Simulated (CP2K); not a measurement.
NaCl under changes of volume

One of the cells (21.478 Å³/atom); the others are scaled copies at fixed shape and fractional positions:

```
Cl Na
1.0
     3.50219    0.00000    0.00000
     0.00000    3.50219    0.00000
     0.00000    0.00000    3.50219
Cl Na
1 1
Direct
  0.50000 0.50000 0.50000
  0.00000 0.00000 0.00000
```

Measurements of this composition are mostly on another form, of space group No. 225.

| Item | Value |
| --- | --- |
| Program | CP2K 2026.2 |
| Functional | PBEsol |
| Potentials or basis | POTENTIAL_UZH Cl GTH-PBE-q7, Na GTH-PBE-q9; TZVP-MOLOPT-PBE-GTH basis |
| Density cutoff | 18368 eV |
| k mesh | 8 × 8 × 8 |
| Occupations | fermi-dirac, width 0.1 eV |
| Spin | no spin polarisation |

```csv
volume (Å³/atom),energy over the lowest point (meV/atom),pressure (GPa),gap on the mesh (eV)
20.189,?,?,?
20.619,0.02,0.3,3.93
21.048,0.00,-0.3,3.86
21.478,1.47,-0.8,3.79
21.907,4.26,-1.3,3.73
22.337,8.23,-1.7,3.68
22.766,13.24,-2.1,3.62
```

What does the run at 20.189 Å³/atom give?

Energy over the lowest point 1.16 meV/atom; pressure 1.0 GPa; gap on the mesh 4.00 eV.

Worked out: A Birch-Murnaghan fit of order 3 (a polynomial in V^(-2/3)) to the other rows has its minimum at 20.84 Å³/atom with B0 = V·E''(V) = 28 GPa and B' = 4.7. It gives 1.71 meV/atom at 20.189 Å³/atom, against the run's 1.16, and -dE/dV = 1.0 GPa, against 1.0. A straight line through the other rows of the gap, of slope -3.1 eV per unit of ln V, extrapolates to 3.99 eV, against the run's 4.00.

Energies are extrapolated to zero smearing.

Caveats: the potentials were made for another functional, which shifts forces and pressure; the basis of atomic orbitals isn't converged, which shifts pressures, moduli and gaps.

A mesh can miss the band edges.
